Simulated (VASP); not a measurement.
# Fe (Fmmm) in VASP: notebook

One crystal, Fe, is run at these levels: PBEsol; tasks: single point.

Program: VASP 6.6.1. These are calculated values, not measurements. Logs are shortened: lines on timing, memory, paths and dates and some standing lists are left out, and cuts for length are marked.

### 1 The structure

It takes space group Fmmm (No. 69, orthorhombic). The conventional cell has a = 2.997 Å, b = 3.883 Å, c = 3.930 Å, α = 90.00°, β = 90.00°, γ = 90.00°. Fe (site symmetry mmm) has 12 Fe at 2.45 to 2.76 Å as nearest neighbours.

### 2 Single point, PBEsol, collinear spin, ferromagnetic start

INCAR reads:

```
  PREC = Accurate
  ENCUT = 900
  EDIFF = 1E-6
  ISMEAR = 1
  SIGMA = 0.1
  LREAL = False
  LASPH = True
  NELM = 100
  ALGO = Normal
  ISIF = 2
  LWAVE = False
  LCHARG = False
  ISPIN = 2
  MAGMOM = 3
  LORBIT = 11
  LMAXMIX = 4
  GGA = PS
  NBANDS = 14
  ADDGRID = False
```

KPOINTS reads:

```
Automatic mesh
0
Gamma
  6 6 6
```

POSCAR reads:

```
Fe
1.0
    0.0000000000      1.9417396906      1.9651051623
    1.4984397099      0.0000000000      1.9651051623
    1.4984397099      1.9417396906      0.0000000000
Fe
1
Direct
    0.0000000000      0.0000000000      0.0000000000
```

Potentials or basis: VASP PAW PBE potentials, release 64 (Fe).

On the command line:

```
cat potpaw_PBE.64/Fe/POTCAR > POTCAR
mpirun -np 1 vasp_std > vasp.out
```

OUTCAR:

```text
PREC = Accurate
   ENCUT = 900
   EDIFF = 1E-6
   ISMEAR = 1
   LREAL = False
   LASPH = True
   NELM = 100
   ISIF = 2
   ISPIN = 2
   LORBIT = 11
   GGA = PS

 Found     46 irreducible k-points:

 Following reciprocal coordinates:
            Coordinates               Weight
  0.000000  0.000000  0.000000      1.000000
  0.166667 -0.000000 -0.000000      8.000000
  0.333333 -0.000000  0.000000      8.000000
  0.500000 -0.000000 -0.000000      4.000000
  0.166667  0.166667  0.000000      2.000000
  0.333333  0.166667  0.000000      8.000000
   k-points           NKPTS =     46   k-points in BZ     NKDIM =     46   number of bands    NBANDS=     14
   number of dos      NEDOS =    301   number of ions     NIONS =      1
   total plane-waves  NPLWV =  16128
   dimension x,y,z NGX =    28 NGY =   24 NGZ =   24
   dimension x,y,z NGXF=    56 NGYF=   48 NGZF=   48
   ions per type =               1
   NGX,Y,Z   is equivalent  to a cutoff of  16.85, 16.15, 16.27 a.u.
   NGXF,Y,Z  is equivalent  to a cutoff of  33.70, 32.29, 32.53 a.u.
 SYSTEM =  unknown system
   PREC   = accura    normal or accurate (medium, high low for compatibility)
   ISTART =      0    job   : 0-new  1-cont  2-samecut
   ICHARG =      2    charge: 1-file 2-atom 10-const
   ISPIN  =      2    spin polarized calculation?
   LNONCOLLINEAR =      F non collinear calculations
   LSORBIT =      F    spin-orbit coupling
   LASPH  =      T    aspherical Exc in radial PAW
   ENCUT  =  900.0 eV  66.15 Ry    8.13 a.u.   6.76  6.04  6.00*2*pi/ulx,y,z
   NELM   =    100;   NELMIN=  2; NELMDL= -5     # of ELM steps
   EDIFF  = 0.1E-05   stopping-criterion for ELM
   LREAL  =      F    real-space projection
   EDIFFG = 0.1E-04   stopping-criterion for IOM
   NSW    =      0    number of steps for IOM
   IBRION =     -1    ionic relax: 0-MD 1-quasi-New 2-CG
   NFREE  =      0    steps in history (QN), initial steepest desc. (CG)
   ISIF   =      2    stress and relaxation
   ISYM   =      2    0-nonsym 1-usesym 2-fastsym
   POTIM  = 0.5000    time-step for ionic-motion
   TEBEG  =    0.0;   TEEND  =   0.0 temperature during run
   PSTRESS=    0.0 pullay stress
   NELECT =       8.0000    total number of electrons
   NUPDOWN=      -1.0000    fix difference up-down
   EMIN   =  10.00;   EMAX   =-10.00  energy-range for DOS
   EFERMI =   0.00;   METHOD = LEGACY
   ISMEAR =     1;   SIGMA  =   0.10  broadening in eV -4-tet -1-fermi 0-gaus
   EFERMI_NEDOS =   21; number of points for ismear=-14 and -15
   IALGO  =     38    algorithm
   IMIX   =      4    mixing-type and parameters
     AMIX     =   0.40;   BMIX     =  1.00
     AMIX_MAG =   1.60;   BMIX_MAG =  1.00
  volume/ion in A,a.u.               =      11.44        77.17
  Fermi-wavevector in a.u.,A,eV,Ry     =   1.453303  2.746344 28.736719  2.112089
  Thomas-Fermi vector in A             =   2.570585
   LORBIT       =     11    0 simple, 1 ext, 2 COOP (PROOUT), +10 PAW based schemes
   GGA     = PS    functional components
   LHFCALC =     F    Hartree Fock is set to
   AEXX    =    0.0000 exact exchange contribution
   IVDW    =     0    specifies the selected vdW correction
   LEPSILON=     F    determine dielectric tensor
   LRPA    =     F    only Hartree local field effects (RPA)
 spin polarized calculation
 Methfessel and Paxton  Order N= 1 SIGMA  =   0.10
  energy-cutoff  :      900.00
  volume of cell :       11.44
 maximum number of plane-waves:       716
   NGX = 13   NGY = 13   NGZ = 11

 number of electron       8.0000000 magnetization       2.2577359

 Free energy of the ion-electron system (eV)
  ---------------------------------------------------
  ext. energy  EPLUGINS =         0.00000000
  ---------------------------------------------------
  free energy    TOTEN  =        -8.91088383 eV

  energy without entropy =       -8.91076365  energy(sigma->0) =       -8.91084377

 E-fermi :   5.5638     XC(G=0): -13.2341

 val. band max:        5.5345238233   @ k =  -0.1667   0.1667   0.1667
 cond. band min:       5.5900689047   @ k =   0.3333   0.1667   0.1667
 fundamental gap:      0.0555450814
 Fermi energy:         5.5637979319

 spin component 1

 k-point     1 :       0.0000    0.0000    0.0000
  band No.  band energies     occupation
      1      -2.8892      1.00000
      2       3.1503      1.00000
      3       3.2426      1.00000
      4       3.5918      1.00000
      5       4.3232      1.00000
      6       4.7215      1.00000
      7      29.3795      0.00000
      8      30.8564      0.00000
      9      31.1204      0.00000
     10      35.0593      0.00000
     11      36.1128      0.00000
     12      36.3617      0.00000
     13      36.8670      0.00000
     14      36.9583      0.00000

 k-point     2 :       0.1667   -0.0000   -0.0000
  band No.  band energies     occupation
      1      -1.8163      1.00000
      2       3.1038      1.00000
      3       3.1588      1.00000
      4       3.9743      1.00000
      5       4.2145      1.00000
      6       4.6419      1.00000
      7      24.7289      0.00000
      8      28.6908      0.00000
      9      30.2617      0.00000
     10      33.0311      0.00000
     11      33.4410      0.00000
     12      34.6182      0.00000
     13      37.9756      0.00000
     14      40.5801      0.00000

 k-point     3 :       0.3333   -0.0000    0.0000
  band No.  band energies     occupation
      1       0.3122      1.00000
      2       2.6551      1.00000
      3       3.5295      1.00000
      4       4.2978      1.00000
      5       4.7248      1.00000
      6       5.2052      1.00000
      7      17.1461      0.00000
      8      25.6848      0.00000
      9      28.2389      0.00000
     10      29.9085      0.00000
     11      32.9535      0.00000
     12      37.1266      0.00000
     13      39.7929      0.00000
     14      47.0603      0.00000

 k-point     4 :       0.5000   -0.0000   -0.0000
  band No.  band energies     occupation
      1       0.6972      1.00000
      2       2.4236      1.00000
      3       4.2632      1.00000
      4       4.8629      1.00000
      5       5.8329     -0.00047
      6       5.9240     -0.00000
      7      12.6073      0.00000
      8      24.4364      0.00000
      9      26.5504      0.00000
     10      29.5483      0.00000
     11      33.1569      0.00000
     12      37.8850      0.00000
     13      42.7193      0.00000
     14      45.5405      0.00000

 k-point     5 :       0.1667    0.1667    0.0000
  band No.  band energies     occupation
      1      -1.7456      1.00000
      2       2.8091      1.00000
      3       3.4052      1.00000
      4       3.8381      1.00000
      5       4.4548      1.00000
      6       4.6061      1.00000
      7      25.9120      0.00000
      8      28.1188      0.00000
      9      28.7795      0.00000
     10      30.7008      0.00000
     11      33.6386      0.00000
     12      36.3200      0.00000
     13      39.9182      0.00000
     14      39.9335      0.00000

 k-point     6 :       0.3333    0.1667    0.0000
  band No.  band energies     occupation
      1       0.0609      1.00000
      2       2.6090      1.00000
      3       2.8651      1.00000
      4       4.2871      1.00000
      5       4.8695      1.00000
      6       5.1293      1.00000
      7      21.0038      0.00000
      8      22.7524      0.00000
      9      27.1139      0.00000
     10      30.5566      0.00000
     11      35.1654      0.00000
     12      37.1442      0.00000
     13      40.5455      0.00000
     14      43.9519      0.00000

 [... further k-points ...]

 spin component 2

 k-point     1 :       0.0000    0.0000    0.0000
  band No.  band energies     occupation
      1      -2.6145      1.00000
      2       5.0908      1.00000
      3       5.2191      1.00001
      4       5.6933     -0.03477
      5       6.8949     -0.00000
      6       7.4997     -0.00000
      7      29.2708      0.00000
      8      30.7959      0.00000
      9      31.0904      0.00000
     10      35.4926      0.00000
     11      36.2812      0.00000
     12      37.3982      0.00000
     13      37.6294      0.00000
     14      37.7249      0.00000

 k-point     2 :       0.1667   -0.0000   -0.0000
  band No.  band energies     occupation
      1      -1.5277      1.00000
      2       5.0255      1.00000
      3       5.1060      1.00000
      4       6.0764     -0.00000
      5       6.7299     -0.00000
      6       7.3939     -0.00000
      7      25.2590      0.00000
      8      28.7890      0.00000
      9      30.5446      0.00000
     10      33.8256      0.00000
     11      34.0497      0.00000
     12      35.0643      0.00000
     13      38.3742      0.00000
     14      41.1828      0.00000

 k-point     3 :       0.3333   -0.0000    0.0000
  band No.  band energies     occupation
      1       0.9830      1.00000
      2       4.5433      1.00000
      3       4.8864      1.00000
      4       6.7623     -0.00000
      5       7.4174     -0.00000
      6       7.4402     -0.00000
      7      18.1208      0.00000
      8      25.8360      0.00000
      9      28.9553      0.00000
     10      30.4579      0.00000
     11      33.6464      0.00000
     12      37.5579      0.00000
     13      40.0540      0.00000
     14      47.4826      0.00000

 k-point     4 :       0.5000   -0.0000   -0.0000
  band No.  band energies     occupation
      1       2.0091      1.00000
      2       4.2739      1.00000
      3       6.0553     -0.00000
      4       6.7972     -0.00000
      5       7.5529     -0.00000
      6       8.2479      0.00000
      7      14.0649      0.00000
      8      24.5556      0.00000
      9      27.1793      0.00000
     10      30.1877      0.00000
     11      33.9348      0.00000
     12      38.1196      0.00000
     13      43.0505      0.00000
     14      46.3622      0.00000

 k-point     5 :       0.1667    0.1667    0.0000
  band No.  band energies     occupation
      1      -1.4547      1.00000
      2       4.6819      1.00000
      3       5.4430      1.03542
      4       5.8693     -0.00007
      5       7.0463     -0.00000
      6       7.3058     -0.00000
      7      26.3369      0.00000
      8      28.4170      0.00000
      9      29.0040      0.00000
     10      31.5710      0.00000
     11      34.4250      0.00000
     12      36.5100      0.00000
     13      40.2241      0.00000
     14      40.4375      0.00000

 k-point     6 :       0.3333    0.1667    0.0000
  band No.  band energies     occupation
      1       0.4842      1.00000
      2       4.3818      1.00000
      3       4.7641      1.00000
      4       6.7819     -0.00000
      5       7.2248     -0.00000
      6       7.5663      0.00000
      7      21.7293      0.00000
      8      23.3993      0.00000
      9      27.7838      0.00000
     10      30.8419      0.00000
     11      35.5821      0.00000
     12      37.7028      0.00000
     13      41.1386      0.00000
     14      44.3106      0.00000

 [... further k-points ...]

------------------------ aborting loop because EDIFF is reached ----------------------------------------

  FORCE on cell =-STRESS in cart. coord.  units (eV):
  Direction    XX          YY          ZZ          XY          YZ          ZX
  --------------------------------------------------------------------------------------
  -------------------------------------------------------------------------------------
  Total       -1.1508840     -0.3187338     -0.5254992      0.0000000      0.0000000      0.0000000
  in kB     -161.2486424    -44.6573129    -73.6269065      0.0000000      0.0000000      0.0000000
  external PRESSURE =     -93.1776206 kB  Pullay stress =       0.0000000 kB

 VOLUME and BASIS-vectors are now :
 -----------------------------------------------------------------------------
  energy-cutoff  :      900.00
  volume of cell :       11.44
      direct lattice vectors                 reciprocal lattice vectors
     0.000000000  1.941739691  1.965105162    -0.333680426  0.257501045  0.254439309
     1.498439710  0.000000000  1.965105162     0.333680426 -0.257501045  0.254439309
     1.498439710  1.941739691  0.000000000     0.333680426  0.257501045 -0.254439309

 POSITION                                       TOTAL-FORCE (eV/Angst)
 -----------------------------------------------------------------------------------
      0.00000      0.00000      0.00000         0.000000     -0.000000     -0.000000
 -----------------------------------------------------------------------------------
    total drift:                                0.000000     -0.000000     -0.000000

  FREE ENERGIE OF THE ION-ELECTRON SYSTEM (eV)
  ---------------------------------------------------
  free  energy   TOTEN  =        -8.9108838302 eV

  energy  without entropy=       -8.9107636457  energy(sigma->0) =       -8.91084377

 total charge

# of ion       s       p       d       tot
------------------------------------------
    1        0.490   0.531   6.241   7.263

 magnetization (x)

# of ion       s       p       d       tot
------------------------------------------
    1       -0.013  -0.047   2.307   2.247
```

It took 15 s on 1 thread of Intel Xeon 6975P-C (Granite Rapids), shared host; peak memory 0.17 GiB.

The run converged, but some of its settings lie outside the range that counts as converged, so its numbers aren't taken as properties of the crystal.

What came out:

```
Free energy                                           : -8.9109 eV
Pressure                                              : -9.3 GPa
Band gap on the k mesh                                : none (metal or under the smearing width)
Net moment                                            : 2.26 μB per cell
Site moments                                          : Fe +2.25 μB
Valence electrons inside the program's atomic spheres : Fe 7.26
```

Caveat: the k mesh is coarse (spacing up to 0.52 Å⁻¹), so the values aren't converged; the PAW data sets were made with another functional, which shifts forces and pressure a little.

### 3 Single point, PBEsol, collinear spin, ferromagnetic start

INCAR: that of step 2 with these lines changed.

```diff
@@ -1,3 +1,3 @@
   PREC = Accurate
-  ENCUT = 900
+  ENCUT = 550
   EDIFF = 1E-6
```

KPOINTS reads:

```
Automatic mesh
0
Gamma
  8 8 8
```

POSCAR is that of step 2.

Potentials or basis: VASP PAW PBE potentials, release 64 (Fe).

On the command line:

```
cat potpaw_PBE.64/Fe/POTCAR > POTCAR
mpirun -np 1 vasp_std > vasp.out
```

OUTCAR:

```text
PREC = Accurate
   ENCUT = 550
   EDIFF = 1E-6
   ISMEAR = 1
   LREAL = False
   LASPH = True
   NELM = 100
   ISIF = 2
   ISPIN = 2
   LORBIT = 11
   GGA = PS

 Found     95 irreducible k-points:

 Following reciprocal coordinates:
            Coordinates               Weight
  0.000000  0.000000  0.000000      1.000000
  0.125000 -0.000000 -0.000000      8.000000
  0.250000 -0.000000 -0.000000      8.000000
  0.375000 -0.000000 -0.000000      8.000000
  0.500000 -0.000000 -0.000000      4.000000
  0.125000  0.125000  0.000000      2.000000
   k-points           NKPTS =     95   k-points in BZ     NKDIM =     95   number of bands    NBANDS=     14
   number of dos      NEDOS =    301   number of ions     NIONS =      1
   total plane-waves  NPLWV =   9600
   dimension x,y,z NGX =    24 NGY =   20 NGZ =   20
   dimension x,y,z NGXF=    48 NGYF=   40 NGZF=   40
   ions per type =               1
   NGX,Y,Z   is equivalent  to a cutoff of  14.44, 13.45, 13.56 a.u.
   NGXF,Y,Z  is equivalent  to a cutoff of  28.89, 26.91, 27.11 a.u.
 SYSTEM =  unknown system
   PREC   = accura    normal or accurate (medium, high low for compatibility)
   ISTART =      0    job   : 0-new  1-cont  2-samecut
   ICHARG =      2    charge: 1-file 2-atom 10-const
   ISPIN  =      2    spin polarized calculation?
[... 260 lines left out ...]
      4       5.6249      0.31056
      5       6.9810     -0.00000
      6       7.3545     -0.00000
      7      27.9546      0.00000
      8      29.0927      0.00000
      9      29.4253      0.00000
     10      32.9902      0.00000
     11      35.4369      0.00000
     12      35.9088      0.00000
     13      39.1198      0.00000
     14      39.2793      0.00000

 [... further k-points ...]

------------------------ aborting loop because EDIFF is reached ----------------------------------------

  FORCE on cell =-STRESS in cart. coord.  units (eV):
  Direction    XX          YY          ZZ          XY          YZ          ZX
  --------------------------------------------------------------------------------------
  -------------------------------------------------------------------------------------
  Total       -0.9306350     -0.3335885     -0.4303370     -0.0000000      0.0000000      0.0000000
  in kB     -130.3898833    -46.7385859    -60.2938751     -0.0000000      0.0000000      0.0000000
  external PRESSURE =     -79.1407814 kB  Pullay stress =       0.0000000 kB

 VOLUME and BASIS-vectors are now :
 -----------------------------------------------------------------------------
  energy-cutoff  :      550.00
  volume of cell :       11.44
      direct lattice vectors                 reciprocal lattice vectors
     0.000000000  1.941739691  1.965105162    -0.333680426  0.257501045  0.254439309
     1.498439710  0.000000000  1.965105162     0.333680426 -0.257501045  0.254439309
     1.498439710  1.941739691  0.000000000     0.333680426  0.257501045 -0.254439309

 POSITION                                       TOTAL-FORCE (eV/Angst)
 -----------------------------------------------------------------------------------
      0.00000      0.00000      0.00000         0.000000      0.000000     -0.000000
 -----------------------------------------------------------------------------------
    total drift:                                0.000000      0.000000      0.000000

  FREE ENERGIE OF THE ION-ELECTRON SYSTEM (eV)
  ---------------------------------------------------
  free  energy   TOTEN  =        -8.8668179672 eV

  energy  without entropy=       -8.8655958451  energy(sigma->0) =       -8.86641059

 total charge

# of ion       s       p       d       tot
------------------------------------------
    1        0.487   0.540   6.232   7.260

 magnetization (x)

# of ion       s       p       d       tot
------------------------------------------
    1       -0.014  -0.055   2.353   2.284
```

stdout:

```text
POSCAR found type information on POSCAR Fe
 POSCAR found :  1 types and       1 ions
 scaLAPACK will be used
 -----------------------------------------------------------------------------
|                                                                             |
|                                                                             |
|     You enforced a specific xc type in the INCAR file but a different       |
|     I HOPE YOU KNOW WHAT YOU ARE DOING!                                     |
|                                                                             |
 -----------------------------------------------------------------------------

 LDA part: xc-table for (Slater+PW92), standard interpolation
 POSCAR, INCAR and KPOINTS ok, starting setup
 FFT: planning ... GRIDC
 FFT: planning ... GRID_SOFT
 FFT: planning ... GRID
 WAVECAR not read
 entering main loop
```

Wall time 15 s (1 thread of Intel Xeon 6975P-C (Granite Rapids), shared host); peak memory 0.15 GiB.

The run converged, but some of its settings lie outside the range that counts as converged, so its numbers aren't taken as properties of the crystal.

What came out:

```yaml
Free_energy: -8.8668 eV
Pressure: -7.9 GPa
Band_gap_on_the_k_mesh: none (metal or under the smearing width)
Net_moment: 2.29 μB per cell
Site_moments: Fe +2.28 μB
Valence_electrons_inside_the_program's_atomic_spheres: Fe 7.26
```

Caveat: the k mesh is coarse (spacing up to 0.39 Å⁻¹), so the values aren't converged; the PAW data sets were made with another functional, which shifts forces and pressure a little.

(Part 1 of 2 ends here.)
